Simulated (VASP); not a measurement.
Set up this calculation in VASP 6.6.1, as the native input.

```yaml
Task: relaxation of cell and atoms
Functional: PBE
Dispersion: D3(BJ)
Potentials_or_basis: VASP PAW PBE potentials, release 64 (Tl_d, Cl)
Cutoff: 600 eV
k_mesh: 8 × 8 × 8
Occupations: gaussian, width 0.02 eV
Spin: no spin polarisation
Dipole_correction: no
Further_INCAR_settings: ALGO = Normal; EDIFF = 1e-06; IBRION = 2; EDIFFG = -0.005; NSW = 100; ISIF = 3
```

The structure of TlCl lies in POSCAR:

```
TlCl
1.0
    3.8340000000      0.0000000000      0.0000000000
    0.0000000000      3.8340000000      0.0000000000
    0.0000000000      0.0000000000      3.8340000000
Tl Cl
1 1
Direct
    0.0000000000      0.0000000000      0.0000000000
    0.5000000000      0.5000000000      0.5000000000
```

The input as run:

INCAR

```
SYSTEM = TlCl
PREC = Accurate ; ENCUT = 600
EDIFF = 1E-6 ; ISMEAR = 0
SIGMA = 0.02 ; LREAL = .False.
LASPH = .True. ; NELM = 80
ALGO = Normal ; ISIF = 3
LWAVE = .False. ; LCHARG = .False.
GGA = PE ; IVDW = 12
IBRION = 2 ; NSW = 100
EDIFFG = -0.005
```

KPOINTS

```
regular mesh
0
Gamma
  8 8 8
  0 0 0
```

Potentials or basis: VASP PAW PBE potentials, release 64 (Tl_d, Cl).

Command:

```console
$ cat potpaw_PBE.64/Tl_d/POTCAR potpaw_PBE.64/Cl/POTCAR > POTCAR
$ mpirun -np 1 vasp_std > vasp.out
```

It gave:

| Item | Value |
| --- | --- |
| Relaxed volume | 30.05 Å³/atom |
| Relaxed cell | a = 3.917 Å, b = 3.917 Å, c = 3.917 Å, α = 90.00°, β = 90.00°, γ = 90.00° |
| Space group after relaxing (to 0.05 Å) | Pm-3m (No. 221) |
| Energy gained by relaxing | 17.4 meV/atom |
| Ionic steps | 9 |
| Pressure after relaxing | 0.0 GPa |
| Band gap on the k mesh | 2.23 eV, direct |
| Dispersion energy per atom | -0.268 eV |

Caveat: spin-orbit coupling is left out, which as a rule narrows the gap of such compounds by several tenths of an eV.

It took 60 s on 1 thread of Intel(R) Xeon(R) 6975P-C (Granite Rapids), on a shared host, peak memory 0.21 GiB.
